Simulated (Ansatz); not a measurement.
Crystal: H, diamond type, 2 atoms in the cell.

Computed with Ansatz 0.2.0 development build, r²SCAN, plane waves, PAW datasets (generated soft set 1).

Cutoff 500 eV; k-mesh 19×19×19 Γ-centred; Fermi–Dirac smearing of 0.1 eV; no spin polarisation.

The fit to the energies gives V₀ = 3.352 Å³/atom (a₀ = 2.993 Å), B₀ = 96.9 GPa, B₀′ = 3.18.

Task: What pressure does the program print at V = 3.459 Å³/atom, and how far above the lowest computed point (V = 3.356 Å³/atom) does the energy lie?

Result: -2.89 GPa and 0.98 meV/atom. All points:

```
V (Å³/atom)   a (Å)  E − E(min) (meV/atom)  P (GPa)
      3.150  2.9319                   3.99     6.62
      3.253  2.9634                   0.91     3.04
      3.356  2.9943                   0.00    -0.11
      3.459  3.0246                   0.98    -2.89
      3.561  3.0542                   3.63    -5.34
```

The stress includes the program's correction for the finite plane-wave basis.

This cubic structure is a model: it isn't the usual form of the substance at ambient conditions, and such phases are metastable or hypothetical. The k-mesh is modest, so these values aren't fully converged in k.
